## One crystal, two gaps, five functionals

Kohn–Sham band gaps of bulk MoTe₂ (space group P6₃/mmc) at one fixed geometry, computed with GPAW 26.7.0 using PAW and a 600 eV plane-wave cutoff. The density was converged on a 5×5×2 k mesh with Fermi–Dirac smearing of 0.05 eV. Spin–orbit coupling was added afterwards, and the gaps are taken along a path through Γ, M, K, A, L and H.

```
functional                                           potentials  gap on path (eV)  direct gap on path (eV)
       PBE                 GPAW PAW data sets (gpaw data 1.2.1)             0.688                    0.950
    revPBE                 GPAW PAW data sets (gpaw data 1.2.1)             0.730                    0.951
      BLYP  PAW data sets made by gpaw setup for the functional             0.725                    0.949
       MS2                 GPAW PAW data sets (gpaw data 1.2.1)             0.742                    0.973
    r4SCAN                 GPAW PAW data sets (gpaw data 1.2.1)             0.809                    1.076
```

The atoms sit in the same places in every row, so only the description of the electrons changes. The three GGAs (PBE, revPBE and BLYP) give the same direct gap to within 0.002 eV, yet their gaps on the path, which are indirect, spread over 0.042 eV. Part of that spread is sampling, because the revPBE path missed a band edge; on the common k mesh 0.0325 eV remains. The meta-GGA r4SCAN opens both gaps by about 0.12 eV relative to PBE. MS2, also a meta-GGA, stays close to the GGAs. A functional can therefore act on this band structure in two ways: it can move particular band edges, or it can push the empty states as a whole away from the filled ones.

**Where the two gaps lie**

A direct gap compares a filled and an empty state at the same wave vector, whereas an indirect gap may join two different ones. A uniform mesh of wave vectors that contains the zone centre Γ, but not the corner K, helps to locate them. With PBE this mesh gives the same indirect gap as the path, but its smallest direct gap is 0.26 eV too large. This fits the known bands of the layered crystal: the direct gap is at K, while the indirect gap runs from Γ to a valley roughly halfway towards K.

The orbitals at these places differ. At K both edges are mainly molybdenum d states, held inside the layer. At Γ the highest filled state mixes a molybdenum d orbital with tellurium p orbitals that point out of the layer, towards the next one. The conduction valley also has more tellurium character than the edge at K.

**Why the GGAs agree on one gap only**

A GGA gives all electrons the same local potential, built from the density and its gradient. Exchanging one GGA for another changes this potential by different amounts in different regions of the crystal. A level moves according to where its electron spends its time. Two d states on the same atom feel nearly the same change, so their separation hardly alters, and the direct gap at K stays put.

The indirect gap lacks this protection, because its edges have different shares of molybdenum and tellurium and reach differently into the space between the layers. The mesh without K offers a comparison: from PBE to BLYP its smallest direct gap grows by 0.046 eV, although the direct gap on the path does not grow. The agreement among GGAs thus belongs to the region of K and is not a property of direct gaps in general. That the orbital mixture is responsible is an argument from chemistry; the gaps alone do not tell which edge moves.

revPBE and BLYP differ from PBE in their response where the density changes strongly relative to its own size, as it does in much of the thin density between layers. This may be why both widen the indirect gap, but it remains a guess, and revPBE supports it only weakly. Its path missed a band edge: on the common mesh, with spin–orbit coupling, its gap is 0.7061 eV instead of 0.730 eV. That is only 0.018 eV above PBE, so more than half of its widening on the path comes from sampling. For BLYP sampling explains little: on the same mesh its indirect gap still lies 0.0325 eV above that of PBE.

**What a meta-GGA adds**

A meta-GGA also uses the kinetic-energy density, which measures how rapidly the occupied orbitals vary in space. The equation for each orbital ψ then gains a term whose energy is

½ ∫ v |∇ψ|² dr,

where v states how strongly the exchange-correlation energy responds to the kinetic-energy density. Where v is positive, a rapidly varying orbital is raised more than a smooth one. Empty states just above a gap often have extra nodes between neighbouring atoms, so this term usually lifts them more than the filled states. It can separate even two d states on the same atom, which a common local potential treats almost alike.

If the lift is the same for all the empty edges, relative to the filled ones, both gaps must grow equally:

indirect gap = direct gap − Δ.

PBE fixes the constant: Δ = 0.950 − 0.688 = 0.262 eV. For r4SCAN, which played no part in setting Δ, the rule gives 1.076 − 0.262 = 0.814 eV, against the computed 0.809 eV. Had both gaps instead grown by a common factor, the indirect gap would have been 0.779 eV, which is 0.03 eV too low. The smallest direct gap on the mesh without K, which belongs to another wave vector, grows by a similar 0.137 eV. Relative to PBE, r4SCAN thus acts roughly like a uniform shift on these three gaps. The choice of reference matters, however: from BLYP to r4SCAN the direct gap grows by 0.127 eV, but the indirect gap on the common mesh by only 0.089 eV. From revPBE the contrast is weaker, 0.125 eV against 0.104 eV. The even shift from PBE may therefore be partly a cancellation between the new term and a change in the potential that all orbitals share.

The same rule fails for BLYP and MS2, where it puts the indirect gap 0.03 to 0.04 eV too low. For revPBE it falls only 0.017 eV below the gap on the mesh. In the two GGAs this fits the edge-dependent change described above, though revPBE shows it only faintly. MS2 shows some of both effects: relative to PBE its direct gap grows by 0.023 eV and its indirect gap by 0.054 eV. On the common mesh its indirect gap ends only 0.0185 eV above that of BLYP, the highest among the GGAs.

Using the kinetic-energy density therefore does not guarantee a much wider gap. The size of v matters in the regions where the band-edge orbitals vary rapidly, and so does the part of the potential that all orbitals share. A weaker v in MS2 than in r4SCAN could explain the difference between them, but neither part was evaluated separately.

**How far the comparison can be trusted**

Each gap needs its own caution. The indirect gap on the path depends on how close the sampled points come to the band edges, as revPBE shows. For the direct gap the concern is spin-orbit coupling, which splits the valence edge at K and raises its upper branch. In the data makers' tests on other systems such splittings came out too wide. The splitting at K was not checked here, but if it is too wide as well, the direct gaps are somewhat too small. In both meta-GGA rows the coupling was also computed without the exchange-correlation potential. MS2 shares that treatment but has a direct gap 0.103 eV below that of r4SCAN, so the treatment alone does not explain the large opening. It may still contribute to the much smaller change of the direct gap in MS2.

The fixed geometry makes the comparison clean, but it does not give each functional its own preferred structure. After relaxation the gaps could change by different amounts. The coarse mesh used for the density adds an untested uncertainty to all five rows. The atomic data sets differ too: those for BLYP were made for that functional, whereas GPAW supplies none for MS2 or r4SCAN, so these two rows rely on data sets of another functional, normally PBE. How far this moves the gaps was not tested, so part of the widening with BLYP, the clearest among the GGAs, could come from its data sets. Finally, GGAs generally give band gaps below the measured ones, and meta-GGAs of this kind usually do so too, so none of these values should be taken as the gap of the real crystal.

**What the shift means for a transistor channel**

In a channel of bulk-like MoTe₂ the indirect gap controls how many carriers heat creates, and so helps to set the lowest possible leakage current. Their density varies as exp(−E/2kT), where E is the indirect gap and kT is about 0.026 eV at room temperature. Between PBE and r4SCAN the gap grows by 0.121 eV, so the exponent changes by 0.121/0.052 ≈ 2.3. At equal band masses PBE therefore predicts about ten times as many intrinsic carriers.

Even the 0.0325 eV between PBE and BLYP on the common mesh changes this density by a factor of nearly two, and the 0.018 eV between PBE and revPBE by about 1.4, although all three agree on the direct gap. Agreement on one gap is thus a poor test of the other when their edges are made of different orbitals. For a related layered crystal, the first question is which atoms and orbitals form each edge; the second is whether the functional gives all orbitals the same potential.
